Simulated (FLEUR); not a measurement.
# C (Fd-3m) in FLEUR: a series of runs

The runs below take C through band structure, equation of state, with PBE.

Everything below comes from runs of FLEUR MaX-R8.1 (patched build s14). Logs are shortened: lines on timing, memory, paths and dates and some standing lists are left out, and cuts for length are marked.

**Experimental background.**

From “Equation of state of cubic boron nitride at high pressures and temperatures”, 2007, arxiv:cond-mat/0702656, for a bulk crystal of C: bulk modulus 442 ± 5 GPa.

How close the calculation comes is told below.

## 1. The structure

It takes space group Fd-3m (No. 227, cubic). The conventional cell has a = 3.567 Å, b = 3.567 Å, c = 3.567 Å, α = 90.00°, β = 90.00°, γ = 90.00°. C (site symmetry -43m) has 4 C at 1.54 Å as nearest neighbours.

This isn't the form of C at room conditions, which is graphite.

## 2. Band structure, PBE

File inp.xml:

```xml
<?xml version="1.0" encoding="UTF-8" standalone="no"?>
<fleurInput fleurInputVersion="0.39">
   <comment>
      C                                                                                                   
   </comment>
   <calculationSetup>
      <cutoffs Kmax="4.5" Gmax="22.5" GmaxXC="22.5" numbands="0"/>
      <scfLoop itmax="60" minDistance="0.00001" maxIterBroyd="15" imix="Anderson" alpha="0.05" precondParam="0.0" spinf="2.0"/>
      <coreElectrons ctail="T" frcor="F" kcrel="0" coretail_lmax="0"/>
      <xcFunctional name="pbe" relativisticCorrections="F"/>
      <magnetism jspins="1"/>
      <soc l_soc="F" theta="0.0" phi="0.0" spav="F"/>
      <expertModes spex="0" secvar="F"/>
      <geometryOptimization l_f="F" forcealpha="1.0" forcemix="BFGS" epsdisp="0.00001" epsforce="0.00001"/>
      <ldaU l_linMix="F" mixParam="0.05" spinf="1.0"/>
   </calculationSetup>
   <cell>
      <bzIntegration valenceElectrons="8.0" mode="hist" fermiSmearingEnergy="0.00183747">
         <kPointListSelection listName="default-1"/>
         <!-- k-points included here -->
         <xi:include xmlns:xi="http://www.w3.org/2001/XInclude" href="kpts.xml"> </xi:include>
      </bzIntegration>
      <!-- symmetry operations included here -->
      <xi:include xmlns:xi="http://www.w3.org/2001/XInclude" href="sym.xml"> </xi:include>
      <bulkLattice scale="1.0">
         <bravaisMatrix>
            <row-1>    0.0000000000000000     3.3700808788279017     3.3700808788279017</row-1>
            <row-2>    3.3700808788279017     0.0000000000000000     3.3700808788279017</row-2>
            <row-3>    3.3700808788279017     3.3700808788279017     0.0000000000000000</row-3>
         </bravaisMatrix>
      </bulkLattice>
   </cell>
   <atomSpecies>
      <species name="Carbon (C)" element="C" atomicNumber="6">
         <mtSphere radius="1.35" gridPoints="447" logIncrement="0.023"/>
         <atomicCutoffs lmax="5" lnonsphr="3"/>
         <electronConfig flipSpins="F">
            <coreConfig>(1s1/2)</coreConfig>
            <valenceConfig>(2s1/2) (2p1/2) (2p3/2)</valenceConfig>
            <stateOccupation state="(2p1/2)" spinUp="0.333333" spinDown="0.333333"/>
            <stateOccupation state="(2p3/2)" spinUp="0.666667" spinDown="0.666667"/>
         </electronConfig>
         <energyParameters s="2" p="2" d="3" f="4"/>
         <lo type="SCLO" l="0" n="2" eDeriv="2"/>
         <lo type="SCLO" l="1" n="2" eDeriv="2"/>
         <lo type="SCLO" l="2" n="3" eDeriv="2"/>
      </species>
   </atomSpecies>
   <atomGroups>
      <atomGroup species="Carbon (C)">
         <relPos label="                   1">-3.000/8.000 -3.000/8.000 -3.000/8.000</relPos>
         <relPos label="                   2">3.000/8.000 3.000/8.000 3.000/8.000</relPos>
         <force calculate="T" relaxXYZ="TTT"/>
      </atomGroup>
   </atomGroups>
   <output dos="F" band="F" slice="F">
      <checks vchk="F" cdinf="F"/>
      <bandDOS minEnergy="-.5*Htr" maxEnergy="0.5*Htr" sigma="0.015" storeEVData="T"/>
      <vacuumDOS vacdos="F" integ="F" star="F" nstars="0" locx1="0.0" locy1="0.0" locx2="0.0" locy2="0.0" nstm="0" tworkf="0.0"/>
      <unfoldingBand unfoldBand="F" supercellX="1" supercellY="1" supercellZ="1"/>
      <plotting iplot="0" polar="F">
         <plot TwoD="T" vec1="  1.0  0.0  0.0" vec2="  0.0  1.0  0.0" vec3="  0.0  0.0  1.0" zero="  0.0  0.0  0.0" file="plot"/>
      </plotting>
      <chargeDensitySlicing numkpt="0" minEigenval="0.0" maxEigenval="0.0" nnne="0" pallst="F"/>
      <specialOutput eonly="F"/>
      <magneticCircularDichroism mcd="F" energyLo="-10.0" energyUp="0.0"/>
   </output>
  <!-- We include the file relax.xml here to enable relaxations (see documentation) -->
  <xi:include xmlns:xi="http://www.w3.org/2001/XInclude" href="relax.xml"> <xi:fallback/> </xi:include>
</fleurInput>
```

File crystal.txt:

```
C
&input cartesian=F /
0.0000000000  1.7833700000  1.7833700000
1.7833700000  0.0000000000  1.7833700000
1.7833700000  1.7833700000  0.0000000000
1.8897261246
1.0 1.0 1.0

2
6 0.7500000000  0.7500000000  0.7500000000
6 0.5000000000  0.5000000000  0.5000000000

&kpt div1=13 div2=13 div3=13 gamma=T /
```

File inp.xml (bands):

```
<?xml version="1.0" encoding="UTF-8" standalone="no"?>
<fleurInput fleurInputVersion="0.39">
   <comment>
      C                                                                                                   
   </comment>
   <calculationSetup>
      <cutoffs Kmax="4.5" Gmax="22.5" GmaxXC="22.5" numbands="0"/>
      <scfLoop itmax="60" minDistance="0.00001" maxIterBroyd="15" imix="Anderson" alpha="0.05" precondParam="0.0" spinf="2.0"/>
      <coreElectrons ctail="T" frcor="F" kcrel="0" coretail_lmax="0"/>
      <xcFunctional name="pbe" relativisticCorrections="F"/>
      <magnetism jspins="1"/>
      <soc l_soc="F" theta="0.0" phi="0.0" spav="F"/>
      <expertModes spex="0" secvar="F"/>
      <geometryOptimization l_f="F" forcealpha="1.0" forcemix="BFGS" epsdisp="0.00001" epsforce="0.00001"/>
      <ldaU l_linMix="F" mixParam="0.05" spinf="1.0"/>
   </calculationSetup>
   <cell>
      <bzIntegration valenceElectrons="8.0" mode="hist" fermiSmearingEnergy="0.00183747">
         <kPointListSelection listName="path-1"/>
         <!-- k-points included here -->
         <xi:include xmlns:xi="http://www.w3.org/2001/XInclude" href="kpts.xml"> </xi:include>
      </bzIntegration>
      <!-- symmetry operations included here -->
      <xi:include xmlns:xi="http://www.w3.org/2001/XInclude" href="sym.xml"> </xi:include>
      <bulkLattice scale="1.0">
         <bravaisMatrix>
            <row-1>    0.0000000000000000     3.3700808788279017     3.3700808788279017</row-1>
            <row-2>    3.3700808788279017     0.0000000000000000     3.3700808788279017</row-2>
            <row-3>    3.3700808788279017     3.3700808788279017     0.0000000000000000</row-3>
         </bravaisMatrix>
      </bulkLattice>
   </cell>
   <atomSpecies>
      <species name="Carbon (C)" element="C" atomicNumber="6">
         <mtSphere radius="1.35" gridPoints="447" logIncrement="0.023"/>
         <atomicCutoffs lmax="5" lnonsphr="3"/>
         <electronConfig flipSpins="F">
            <coreConfig>(1s1/2)</coreConfig>
            <valenceConfig>(2s1/2) (2p1/2) (2p3/2)</valenceConfig>
            <stateOccupation state="(2p1/2)" spinUp="0.333333" spinDown="0.333333"/>
            <stateOccupation state="(2p3/2)" spinUp="0.666667" spinDown="0.666667"/>
         </electronConfig>
         <energyParameters s="2" p="2" d="3" f="4"/>
         <lo type="SCLO" l="0" n="2" eDeriv="2"/>
         <lo type="SCLO" l="1" n="2" eDeriv="2"/>
         <lo type="SCLO" l="2" n="3" eDeriv="2"/>
      </species>
   </atomSpecies>
   <atomGroups>
      <atomGroup species="Carbon (C)">
         <relPos label="                   1">-3.000/8.000 -3.000/8.000 -3.000/8.000</relPos>
         <relPos label="                   2">3.000/8.000 3.000/8.000 3.000/8.000</relPos>
         <force calculate="T" relaxXYZ="TTT"/>
      </atomGroup>
   </atomGroups>
   <output dos="F" band="T" slice="F">
      <checks vchk="F" cdinf="F"/>
      <bandDOS minEnergy="-.5*Htr" maxEnergy="0.5*Htr" sigma="0.015" storeEVData="T"/>
      <vacuumDOS vacdos="F" integ="F" star="F" nstars="0" locx1="0.0" locy1="0.0" locx2="0.0" locy2="0.0" nstm="0" tworkf="0.0"/>
      <unfoldingBand unfoldBand="F" supercellX="1" supercellY="1" supercellZ="1"/>
      <plotting iplot="0" polar="F">
         <plot TwoD="T" vec1="  1.0  0.0  0.0" vec2="  0.0  1.0  0.0" vec3="  0.0  0.0  1.0" zero="  0.0  0.0  0.0" file="plot"/>
      </plotting>
      <chargeDensitySlicing numkpt="0" minEigenval="0.0" maxEigenval="0.0" nnne="0" pallst="F"/>
      <specialOutput eonly="F"/>
      <magneticCircularDichroism mcd="F" energyLo="-10.0" energyUp="0.0"/>
   </output>
  <!-- We include the file relax.xml here to enable relaxations (see documentation) -->
  <xi:include xmlns:xi="http://www.w3.org/2001/XInclude" href="relax.xml"> <xi:fallback/> </xi:include>
</fleurInput>
```

Potentials or basis: all-electron, FLAPW.

Run with:

```bash
$ inpgen -f crystal.txt -profile moderate
$ # inp.xml edited to the form shown
$ fleur
$ fleur   # second run, on inp.xml (bands)
```

What it wrote:

```text
Welcome to FLEUR        (www.flapw.de)
      MaX-Release 8.1          (www.max-centre.eu)

 ========== k-point set info ==========
 Selected k-point list: default-1
 k-point list type: mesh
 13 x 13 x 13
 Number of k points: 84

 ------------Calculation Setup---------------------------
 Number of OMP-threads    :            1
 Number of basis functions:          156
 Approximate size of matrices (H+S) per k-point:         0.000 GB
 --------------------------------------------------------
 Iteration:     1   Distance:      25.50210106 me/bohr^3
 Iteration:     2   Distance:      24.03826768 me/bohr^3
 Iteration:     3   Distance:       3.67423082 me/bohr^3
 Iteration:     4   Distance:       2.02066567 me/bohr^3
 Iteration:     5   Distance:       0.26091326 me/bohr^3
 Iteration:     6   Distance:       0.26684369 me/bohr^3
 Iteration:     7   Distance:       0.04458104 me/bohr^3
 Iteration:     8   Distance:       0.00632965 me/bohr^3
 Iteration:     9   Distance:       0.00144847 me/bohr^3
 Iteration:    10   Distance:       0.00003259 me/bohr^3
 Iteration:    11   Distance:       0.00006567 me/bohr^3
 Iteration:    12   Distance:       0.00000073 me/bohr^3

 ********************************************************************
 Run finished successfully
 Stop message:
   all done
 ********************************************************************
```

output (bands):

```text
Welcome to FLEUR        (www.flapw.de)
      MaX-Release 8.1          (www.max-centre.eu)

 ========== k-point set info ==========
 Selected k-point list: path-1
 k-point list type: path
 Number of k points: 60

 ------------Calculation Setup---------------------------
 Number of OMP-threads    :            1
 Number of basis functions:          155
 Approximate size of matrices (H+S) per k-point:         0.000 GB
 --------------------------------------------------------
 Fermi energy correction for insulators:
 No automatic correction of the Fermi energy has been performed.

 Note: Band structure data (together with different weights) is also stored in the banddos.hdf file.
       A convenient way of extracting and plotting the data from that file is by making use of the

 ********************************************************************
 Run finished successfully
 Stop message:
   Charge density postprocessing done.
 ********************************************************************
```

out.xml (last iteration):

```text
<iteration numberForCurrentRun="   12" overallNumber="   12">
         <energyParameters units="Htr">
            <atomicEP atomType="1" spin="1" branch="2s" branchLowest="-9.30" branchHighest="2.78" value="-0.2589625514"/>
            <atomicEP atomType="1" spin="1" branch="2p" branchLowest="-9.99" branchHighest="2.34" value="-0.0618430028"/>
            <atomicEP atomType="1" spin="1" branch="3d" branchLowest="-9.99" branchHighest="6.96" value="0.1416337638"/>
            <atomicEP atomType="1" spin="1" branch="4f" branchLowest="-9.99" branchHighest="11.64" value="0.3014489479"/>
            <loAtomicEP atomType="1" spin="1" branch="2s" branchLowest="-9.30" branchHighest="2.78" value="-0.2589625514"/>
            <loAtomicEP atomType="1" spin="1" branch="2p" branchLowest="-9.99" branchHighest="2.34" value="-0.0618566083"/>
            <loAtomicEP atomType="1" spin="1" branch="3d" branchLowest="-9.99" branchHighest="6.96" value="0.1416327538"/>
         </energyParameters>
         <eigenvalues>
            <eigenvaluesAt spin="1" ikpt="1" k_x="0.00000000" k_y="0.00000000" k_z="0.00000000">
                      -0.3262001692        0.4634082103        0.4634082103        0.4634082103        0.6704168390
                       0.6704168390        0.6704168390
            </eigenvaluesAt>
            <eigenvaluesAt spin="1" ikpt="2" k_x="0.00000000" k_y="0.00000000" k_z="0.07692308">
                      -0.3201769654        0.4243153473        0.4532721697        0.4532721697        0.6837538467
                       0.6837538467        0.6928538955
            </eigenvaluesAt>
            <eigenvaluesAt spin="1" ikpt="3" k_x="0.00000000" k_y="0.00000000" k_z="0.15384615">
                      -0.3021732471        0.3410356743        0.4302406651        0.4302406651        0.7137332848
                       0.7137332848        0.7298899189
            </eigenvaluesAt>
            <eigenvaluesAt spin="1" ikpt="4" k_x="0.00000000" k_y="0.00000000" k_z="0.23076923">
                      -0.2724006501        0.2454977484        0.4053613580        0.4053613580        0.7443937314
                       0.7443937314        0.7574845687
            </eigenvaluesAt>
         </eigenvalues>
         <bandgap value="4.1433484762" units="eV"/>
         <sumValenceSingleParticleEnergies value="1.0697528555" units="Htr"/>
         <FermiEnergy value="0.4634082103" units="Htr"/>
         <valenceDensity>
            <mtCharges spin="1">
               <mtCharge atomType="1" total="2.0917214" s="0.6514968" p="1.4046334" d="0.0320147" f="0.0030070"/>
            </mtCharges>
            <spinDependentCharge spin="1" total="8.0000000" interstitial="3.8165573" mtSpheres="4.1834427"/>
            <totalCharge value="8.0000000000"/>
         </valenceDensity>
         <coreStates atomType="     1" atomicNumber="  6" spin="1" kinEnergy="     31.9120146000" eigValSum="    -18.6109080604" lostElectrons=" 0.000183">
            <state n="1" l="0" j="0.5" energy="-9.3054540302" weight="1.0000000000"/>
         </coreStates>
         <allElectronCharges>
            <spinDependentCharge spin="1" total="12.0000000" interstitial="3.8169201" mtSpheres="8.1830799"/>
            <totalCharge value="11.9999999977"/>
         </allElectronCharges>
         <totalEnergy                                    value="      -76.1921462581" units="Htr">
            <sumOfEigenvalues                            value="      -36.1520632654">
               <coreElectrons value="-37.2218161208"/>
               <valenceElectrons value="1.0697528555"/>
            </sumOfEigenvalues>
            <densityCoulombPotentialIntegral value="-98.1290289660"/>
            <densityEffectivePotentialIntegral value="-112.0876972918"/>
            <chargeDenXCDenIntegral value="-10.8581976379"/>
            <FockExchangeEnergyValence value="0.0000000000"/>
            <FockExchangeEnergyCore value="0.0000000000"/>
            <atomTypeDependentContributions atomType="1">
               <electronNucleiInteractionDifferentMTs value="83.3726309970"/>
               <MadelungTerm value="-8.8324371666"/>
            </atomTypeDependentContributions>
            <tkbTimesEntropy value="0.0000000000"/>
            <freeEnergy value="-76.1921462581"/>
            <extrapolationTo0K value="-76.1921462581"/>
         </totalEnergy>
         <densityConvergence units="me/bohr^3">
            <chargeDensity spin="1" distance="0.0000007294"/>
         </densityConvergence>
      </iteration>
```

Wall time 7.8 s (1 thread of AMD EPYC 7B13 (Zen 3), shared host); peak memory 0.09 GiB.

What came out:

```
Free energy                                           : -2073.2939 eV
Band gap on the k mesh                                : 4.14 eV, indirect (least direct gap 5.63 eV)
Band gap along the path                               : 4.13 eV, indirect (least direct gap 5.63 eV)
Valence electrons inside the program's atomic spheres : C 2.09 (radii C 1.35 bohr)
```

Levels at the corners of the path, in eV from the valence-band top:
```csv
point,band 1,band 2,band 3,band 4,band 5,band 6,band 7
Γ,-21.49,0.00,0.00,0.00,5.63,5.63,5.63
X,-12.77,-12.77,-6.29,-6.29,4.76,4.76,16.82
W,-11.98,-11.98,-8.31,-8.31,10.63,10.63,12.32
K,-12.99,-11.74,-9.31,-5.35,5.68,10.76,14.37
Γ,-21.49,0.00,0.00,0.00,5.63,5.63,5.63
L,-15.71,-13.37,-2.79,-2.79,8.48,8.48,8.83
U,-12.99,-11.74,-9.31,-5.35,5.68,10.76,14.37
W,-11.98,-11.98,-8.31,-8.31,10.63,10.63,12.32
L,-15.71,-13.37,-2.79,-2.79,8.48,8.48,8.83
K,-12.99,-11.74,-9.31,-5.35,5.68,10.76,14.37
U,-12.99,-11.74,-9.31,-5.35,5.68,10.76,14.37
X,-12.77,-12.77,-6.29,-6.29,4.76,4.76,16.82
```

Core levels (eV from the Fermi level):
```
atom        levels
 1 C  1s1/2 -265.8
 2 C  1s1/2 -265.8
```

Caveat: the plane-wave cutoff is short for the small spheres of the light atoms, so energies, forces and moduli aren't converged.

(Part 1 of 2 ends here.)
